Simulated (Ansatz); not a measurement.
A run of Ansatz 0.2.0:

The input input.yaml:

```yaml
crystal:
  lattice:
    - [0.0, 3.611146, 3.611146]
    - [3.611146, 0.0, 3.611146]
    - [3.611146, 3.611146, 0.0]
  atoms:
    - { symbol: Te, position: [0.25, 0.25, 0.25] }
    - { symbol: Sn, position: [0.0, 0.0, 0.0] }
hamiltonian:
  xc: pbe
  pseudopotentials: { kind: paw_fr }
magnetization:
  noncollinear: true
  spin_orbit: true
kpoints:
  mp_grid: { grid: [5, 5, 5] }
  band_path:
    path:
      - [[0.0, 0.0, 0.0], [0.5, 0.0, 0.5], [0.5, 0.25, 0.75], [0.375, 0.375, 0.75], [0.0, 0.0, 0.0], [0.5, 0.5, 0.5], [0.625, 0.25, 0.625], [0.5, 0.25, 0.75], [0.5, 0.5, 0.5], [0.375, 0.375, 0.75]]
      - [[0.625, 0.25, 0.625], [0.5, 0.0, 0.5]]
    npoints: 14
scf:
  occupations: { method: fermi_dirac, width: 0.05 }
  n_extra_bands: 6
output:
  forces: true
  stress: true
  eigenvalues: true
  fatbands: false
```

Potentials or basis: Ansatz PAW.

The run is started by

```bash
$ ansatz run input.yaml --threads 2 --pin off --max-ram 5632MiB --backend cpu --events-out ev --progress --plain --runs-dir out
```

Hardware: 2 threads of Arm Neoverse V2 (shared host).

Task: Estimate the wall time of this run.

Result: Wall time 29 s on 2 threads of Arm Neoverse V2, with other jobs on the host, peak memory 0.74 GiB. Counts: scf iterations 7, plane waves 1837, k points 10, bands 36.
